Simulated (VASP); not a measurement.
Input of a VASP 6.6.1 run:

The input INCAR:

```
SYSTEM = C
PREC = Accurate
ENCUT = 600
EDIFF = 1E-6
ISMEAR = 0
SIGMA = 0.03
LREAL = .False.
LASPH = .True.
NELM = 80
ALGO = Normal
ISIF = 3
LWAVE = .False.
LCHARG = .False.
GGA = RP
IBRION = 2
NSW = 90
EDIFFG = -0.01
```

KPOINTS

```
Automatic mesh
0
Gamma
  12 12 4
  0 0 0
```

File POSCAR:

```
C
1.0
    2.4672912600      0.0000000000      0.0000000000
   -1.2336456300      2.1367369100      0.0000000000
    0.0000000000      0.0000000000      7.8030730000
C
4
Direct
    0.0000000000      0.0000000000      0.2500000000
    0.0000000000      0.0000000000      0.7500000000
    0.3333333300      0.6666666700      0.2500000000
    0.6666666700      0.3333333300      0.7500000000
```

Potentials or basis: VASP PAW PBE potentials, release 64 (C).

Run with:

```bash
$ cat potpaw_PBE.64/C/POTCAR > POTCAR
$ mpirun -np 1 vasp_std > vasp.out
```

Question: Estimate the relaxed cell.

Answer: a = 2.478 Å, b = 2.478 Å, c = 9.026 Å, α = 90.00°, β = 90.00°, γ = 120.00°.

Question: Estimate the space group after relaxing (to 0.05 Å).

Answer: P6_3/mmc (No. 194).

Question: Estimate the band gap on the k mesh.

Answer: None (metal or under the smearing width).

The path:
```
step  energy change (eV)  largest force (eV/Å)  pressure (GPa)  volume (Å³)
   1              0.0000                0.0000            3.12        41.14
   2              0.0148                0.0000           -5.35        42.34
   3             -0.0044                0.0000            0.26        41.52
   4             -0.0054                0.0000            0.13        41.66
   5             -0.0079                0.0000            0.21        42.04
   6             -0.0123                0.0000            0.02        42.80
   7             -0.0188                0.0000            0.07        44.31
   8             -0.0251                0.0000           -0.11        47.35
   9             -0.0253                0.0000           -0.12        47.79
  10             -0.0253                0.0000           -0.18        48.68
  11             -0.0254                0.0000           -0.16        48.17
  12             -0.0254                0.0000           -0.16        48.01
  13             -0.0132                0.0000            4.14        47.38
  14             -0.0254                0.0000            0.01        47.98
```

Caveat: the volume moved by over 15 % at a fixed basis, so the end points are rough; the PAW data sets were made with another functional, which shifts forces and pressure a little; this functional lacks dispersion, which binds the layers, so the pressure and a relaxed spacing across them are unreliable, and here the layers came unbound.
